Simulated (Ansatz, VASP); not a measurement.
# GaN: VASP beside Ansatz

```
Ga N
1.0
     3.24237    0.00000    0.00000
    -1.62118    2.80797    0.00000
     0.00000    0.00000    5.26732
Ga N
2 2
Cartesian
  0.0000 1.8720 0.0208
  1.6212 0.9360 2.6544
  0.0000 1.8720 2.0072
  1.6212 0.9360 4.6408
```

Change from the starting cell: volume scaled by 1.06, ions relaxed.

Alike in both runs: functional PBE; k mesh 11 × 11 × 6; occupations fermi-dirac, width 0.02 eV; no spin polarisation.

Ansatz relaxed the structure, and its values are those at the end. VASP's run is a single point on that final structure, the one shown.

|  | VASP | Ansatz |
| --- | --- | --- |
| version | VASP 6.6.1 | Ansatz 0.2.0 |
| potentials or method | VASP PAW PBE potentials, release 64 (Ga_d, N) | plane-wave PAW, scalar-relativistic |
| plane-wave cutoff (eV) | 520 | 420 |
| valence electrons in the cell | 36 | 36 |

Ansatz gave:

```
gap on the k mesh at the Fermi level (eV) : 1.59
pressure (GPa)                            : -3.2
```

What did VASP give for the same quantities?

gap on the k mesh at the Fermi level (eV): 1.59; pressure (GPa): -3.1.

Ansatz warned: «stress_scf_threshold_loose».
